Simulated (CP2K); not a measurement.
Crystal: Te2Mo.

```xyz
6
Lattice="3.5182 0.0000 0.0000 -1.7591 3.0469 0.0000 0.0000 0.0000 13.9736" Properties=species:S:1:pos:R:3 pbc="T T T"
Te    1.7591    1.0156    5.2960
Te    0.0000    2.0312   12.2828
Te    1.7591    1.0156    1.6908
Te    0.0000    2.0312    8.6776
Mo    1.7591    1.0156   10.4802
Mo    0.0000    2.0312    3.4934
```

Program: CP2K 2026.2. Alike in all runs: task band structure; no spin polarisation; cell as given; k mesh 9 × 9 × 2. Hardware: 2 threads of Arm Neoverse V2, with other jobs on the host.

Task: Order these runs on this cell by their wall time, lowest first.
A. level TB-mBJ; potentials or basis POTENTIAL_UZH Te GTH-PBE-q6, Mo GTH-PBE-q14; TZVP-MOLOPT-PBE-GTH basis; smearing fermi-dirac 0.0259 eV; EPS_DEFAULT 1.0E-9; NGRIDS 4; points a segment of the path (NPOINTS) 10; CUTOFF of the grids 675 Ry
B. level LDA; potentials or basis GTH_POTENTIALS Te GTH-PADE-q6, Mo GTH-PADE-q14; TZVP-MOLOPT-PBE-GTH basis; smearing fermi-dirac 0.0259 eV; EPS_DEFAULT 1.0E-9; NGRIDS 4; points a segment of the path (NPOINTS) 6; CUTOFF of the grids 450 Ry
C. level r2SCAN; potentials or basis POTENTIAL_UZH Te GTH-SCAN-q6, Mo GTH-SCAN-q14; TZVP-MOLOPT-SCAN-GTH basis; smearing fermi-dirac 0.01 eV; EPS_DEFAULT 1.0E-10; NGRIDS 5; points a segment of the path (NPOINTS) 6; CUTOFF of the grids 675 Ry

Result: B (30 s), C (76 s), A (220 s).

Caveats: this is a model potential without an energy functional, so only levels have meaning (some runs).

Runs at the PBE level aren't shown here.
